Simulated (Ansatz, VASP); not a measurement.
**AlCu3 in VASP and in Ansatz**

```
CELL_PARAMETERS angstrom
3.63738 0.00000 0.00000
0.00000 3.63738 0.00000
0.00000 0.00000 3.63738
ATOMIC_POSITIONS crystal
Al 0.00000 0.00000 0.00000
Cu 0.50000 0.50000 0.00000
Cu 0.50000 0.00000 0.50000
Cu 0.00000 0.50000 0.50000
```

The cell comes from a database or a generator and needn't be the stable form of this composition.

Alike in both runs: task single point; functional r2SCAN; dispersion D4; k mesh 6 × 6 × 6; occupations fermi-dirac, width 0.1 eV; no spin polarisation.

```csv
,VASP,Ansatz
version,VASP 6.6.1,Ansatz 0.2.0
potentials or method,"VASP PAW PBE potentials, release 64 (Al, Cu)","plane waves, PAW"
plane-wave cutoff (eV),520,500
valence electrons in the cell,36,60
```

Ansatz gave:

* gap on the k mesh at the Fermi level (eV): none
* dispersion energy (meV/atom): -180.6

**Question.** Which values does VASP return?

**Answer.** gap on the k mesh at the Fermi level (eV): none; dispersion energy (meV/atom): -180.5.

A gap of «none» marks a metal or a gap that the smearing closes. The two sets of potentials don't hold the same shells in valence.
